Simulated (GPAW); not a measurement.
# BAs (F-43m): dielectric function, part 2 of 2

Aim: the dielectric function of BAs (F-43m), with and without local fields.

GPAW 26.7.0; PBE and many-body steps on it, plane waves.

So far. Step 4 (ALDA response): The static value is 9.79. Step 5 (RPA response, local-field cutoff (10×10×10 mesh, 36 …): The static value is 10.10.

## (7) RPA response, scissors (10×10×10 mesh, 36 bands, screening to 50 eV, broadening 0.2 eV)

Level of this step: linear response, RPA, on PBE, plane waves, PAW (GPAW).

Input file run.py:

```python
import json
import numpy as np
from gpaw.mpi import world
from gpaw.response.df import DielectricFunction

df = DielectricFunction('full.gpw',
    ecut=50,
    nbands=36,
    eta=0.2,
    frequencies={'type': 'nonlinear', 'domega0': 0.05, 'omega2': 10.0},
    intraband=False,
    eshift=1.5,
    txt='df.txt')
res = {'optical': {}, 'eels': []}
for d in 'x':
    y0, y = df.get_dielectric_function(direction=d, xc='RPA', filename=None)
    res['optical'][d] = [y0.real, y0.imag, y.real, y.imag]
res['w'] = df.get_frequencies()
for q_c in []:
    res['eels'].append(df.get_eels_spectrum(q_c=q_c, xc='RPA', filename=None))

if world.rank == 0:
    with open('result.json', 'w') as f:
        json.dump(res, f, default=lambda x: x.tolist())
```

Command:

```
mpirun -n 4 gpaw python run.py
```

Numbers of over 12 decimals in the logs are rounded to 6 here.

Output:

```text
Using integrator: PointIntegrator
NonLinearFrequencyDescriptor(from 0.000 to 73.126 eV, 364 points)
Nonperiodic BCs:  [False False False]
Using integrator: PointIntegrator
NonLinearFrequencyDescriptor(from 0.000 to 73.126 eV, 364 points)
Nonperiodic BCs:  [False False False]

Calculating chi0 body with:
    Ground state adapter containing:
    Number of spins: 1
    Number of kpoints: 1000
    Number of irreducible kpoints: 47
    Number of completely occupied states: 4
    Number of partially occupied states: 4
    Occupied states memory: 0.48828125 M / cpu

[...]
Ground state adapter containing:
    Number of spins: 1
    Number of kpoints: 1000
    Number of irreducible kpoints: 47
    Number of completely occupied states: 4
    Number of partially occupied states: 4
    Occupied states memory: 0.48828125 M / cpu

    Linear response parametrization:
    Number of frequency points: 364
    Planewave cutoff: 50.0
    Number of bands: 36
    Number of planewaves: 15
    Broadening (eta): 0.2
Integrating chi0 head and wings.

Symmetries of q_c:
    Direct symmetries (Uq -> q): 24
    Indirect symmetries (TUq -> q): 24
In total 48 allowed symmetries.

  [... matrices ...]
47 groups of equivalent kpoints. 95.3% reduction.

Integral kind: spectral function wings
```

Elapsed: 3.8 s, on 4 MPI ranks of Arm Neoverse V1, shared host; peak memory 0.48 GiB; 15 s of CPU time.

This step gave:

| Quantity | Value |
| --- | --- |
| ε at zero frequency | 7.879 |
| the same without local fields | 8.194 |

The static value is 7.88.

The ε₂ has structure finer than the step of the table below, so its rows give means over 1 eV, whole bins alone (the curve runs from 0 to 39.8 eV). Peaks (eV: height): xx, no local fields 7.0: 31.4, 8.4: 17.5; xx, local fields 7.0: 29.6.

RPA, broadening 0.2 eV. The ε₂ by photon energy; means over each step:

```tsv
photon energy (eV)	xx, no local fields	xx, local fields
1	0.0613	0.0584
2	0.143	0.136
3	0.292	0.279
4	0.766	0.732
5	4.90	4.71
6	13.6	13.1
7	22.3	21.1
8	15.0	13.7
9	10.3	10.1
10	3.78	3.74
11	2.94	2.78
12	2.57	2.56
13	1.52	1.55
14	1.40	1.35
15	1.04	1.03
16	0.890	0.894
17	0.725	0.736
18	0.558	0.574
19	0.492	0.474
20	0.439	0.445
21	0.364	0.430
22	0.275	0.338
23	0.199	0.322
24	0.145	0.225
25	0.118	0.172
26	0.124	0.144
27	0.0999	0.108
28	0.113	0.124
29	0.0918	0.110
30	0.0963	0.111
31	0.0854	0.112
32	0.0737	0.0993
33	0.0621	0.0958
34	0.0595	0.0835
35	0.0584	0.0842
36	0.0465	0.0760
37	0.0443	0.0647
38	0.0453	0.0648
39	0.0383	0.0602
```

## (8) RPA response, no empty band (10×10×10 mesh, 4 bands, screening to 30 eV, broadening 0.2 eV)

Changes to run.py since step 7:

```diff
@@ -6,4 +6,4 @@
 df = DielectricFunction('full.gpw',
-    ecut=50,
-    nbands=36,
+    ecut=30,
+    nbands=4,
     eta=0.2,
@@ -11,3 +11,2 @@
     intraband=False,
-    eshift=1.5,
     txt='df.txt')
```

Command:

```
mpirun -n 4 gpaw python run.py
```

Output:

```text
Using integrator: PointIntegrator
NonLinearFrequencyDescriptor(from 0.000 to 15.394 eV, 189 points)
Nonperiodic BCs:  [False False False]
Using integrator: PointIntegrator
NonLinearFrequencyDescriptor(from 0.000 to 15.394 eV, 189 points)
Nonperiodic BCs:  [False False False]

Calculating chi0 body with:
    Ground state adapter containing:
    Number of spins: 1
    Number of kpoints: 1000
    Number of irreducible kpoints: 47
    Number of completely occupied states: 4
    Number of partially occupied states: 4
    Occupied states memory: 0.48828125 M / cpu

[...]
Ground state adapter containing:
    Number of spins: 1
    Number of kpoints: 1000
    Number of irreducible kpoints: 47
    Number of completely occupied states: 4
    Number of partially occupied states: 4
    Occupied states memory: 0.48828125 M / cpu

    Linear response parametrization:
    Number of frequency points: 189
    Planewave cutoff: 30.0
    Number of bands: 4
    Number of planewaves: 15
    Broadening (eta): 0.2
Integrating chi0 head and wings.

Symmetries of q_c:
    Direct symmetries (Uq -> q): 24
    Indirect symmetries (TUq -> q): 24
In total 48 allowed symmetries.

  [... matrices ...]
47 groups of equivalent kpoints. 95.3% reduction.

Integral kind: spectral function wings
```

Elapsed: 3.2 s, on 4 MPI ranks; peak memory 0.47 GiB; 13 s of CPU time.

Numbers from this step:

```
ε at zero frequency           : 1
the same without local fields : 1
```

The run ended normally, though the input holds a fault or crude settings.

The fault put into this input: no empty band.

## (9) The runs together

Times are wall times on 4 MPI ranks of Arm Neoverse V1, shared host, good to a factor of about two.

```tsv
run	ε(0)	without local fields	time
RPA response	9.67	10.10	9.2 s
ALDA response	9.79	10.10	4.8 s
RPA response, local-field cutoff (10×10×10 mesh, 36 bands, screening to 5 eV, broadening 0.2 eV)	10.10	10.10	4.3 s
RPA response, fewer bands (10×10×10 mesh, 9 bands, screening to 50 eV, broadening 0.2 eV)	9.60	9.98	3.3 s
RPA response, scissors (10×10×10 mesh, 36 bands, screening to 50 eV, broadening 0.2 eV)	7.88	8.19	3.8 s
```

## (10) Summary of results

```yaml
rpa_response: ε(0) 9.67
alda_response: ε(0) 9.79
rpa_response_local_field_cutoff_10x10x10_mesh_36_bands_screening_to_5_ev_broadening_0p2_ev: ε(0) 10.10
rpa_response_fewer_bands_10x10x10_mesh_9_bands_screening_to_50_ev_broadening_0p2_ev: ε(0) 9.60
rpa_response_scissors_10x10x10_mesh_36_bands_screening_to_50_ev_broadening_0p2_ev: ε(0) 7.88
```

What this shows: In the optical limit the electronic ε(0) is 9.67, against 10.10 without local fields. ALDA response: ε(0) = 9.79. RPA response, local-field cutoff (10×10×10 mesh, 36 bands, screening to 5 eV, broadening 0.2 eV): ε(0) = 10.10. RPA response, fewer bands (10×10×10 mesh, 9 bands, screening to 50 eV, broadening 0.2 eV): ε(0) = 9.60. RPA response, scissors (10×10×10 mesh, 36 bands, screening to 50 eV, broadening 0.2 eV): ε(0) = 7.88. ε(0) converges slowly with a Γ-centred mesh, and this one is not shown settled. Unless a shift is named, the levels are those of the density functional, and only a kernel with a long-range part can bind an exciton.

[Paths, hosts, dates, memory and timing lines, banners, echoed tables and standing remarks are left out of the program output.]

[Logs are printed without paths, hosts, clocks, repeated set-up lines and the standing remarks that a program may print on its own settings, such as how far it seeks lower states.]

[Runs of the session that timed out or met a known fault of the program may be left out.]

[Hosts, paths, dates, database ids (printed as entryN), source tags and the programs' standing remarks are cut or masked in the printed files.]
